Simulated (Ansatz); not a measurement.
Runs of Ansatz 0.2.0 on CoO. It takes space group Fm-3m (No. 225, cubic). Conventional cell: a = 4.263 Å, b = 4.263 Å, c = 4.263 Å, α = 90.00°, β = 90.00°, γ = 90.00°. Around Co (site symmetry m-3m) lie 6 O at 2.13 Å. Around O (site symmetry m-3m) lie 6 Co at 2.13 Å. 

```tsv
potentials or basis	cutoff (eV)	basis error allowed	gap on the mesh (eV)	pressure (GPa)	moment (μB)
all-electron LAPW, scalar-relativistic	360	0.001 eV/atom	none	-1.9	2.93
all-electron PAW datasets made for the crystal	400	-	none	-1.9	2.93
all-electron LAPW, Dirac moment of small components	360	0.001 eV/atom	none	-1.9	2.92
all-electron LAPW, non-relativistic	360	0.001 eV/atom	none	(a)	2.90
all-electron LAPW, inner shells corrected to Dirac's equation	360	0.001 eV/atom	none	-1.9	2.93
```

Alike in all rows: task single point; level PBE; spin collinear, ferromagnetic start; cell as given; k mesh 11 × 11 × 11; smearing fermi-dirac 0.05 eV.

Task: Fill in the values left out.

Result: (a) -1.1.

Caveats: a cell with one magnetic atom can't hold antiferromagnetic order, which such compounds often take; semilocal functionals often make such compounds metallic where correlation or magnetic order opens a gap, which also shifts bond lengths.

A gap of «none» marks a metal or a gap under the smearing width.

The runs don't all hold the same shells in valence.
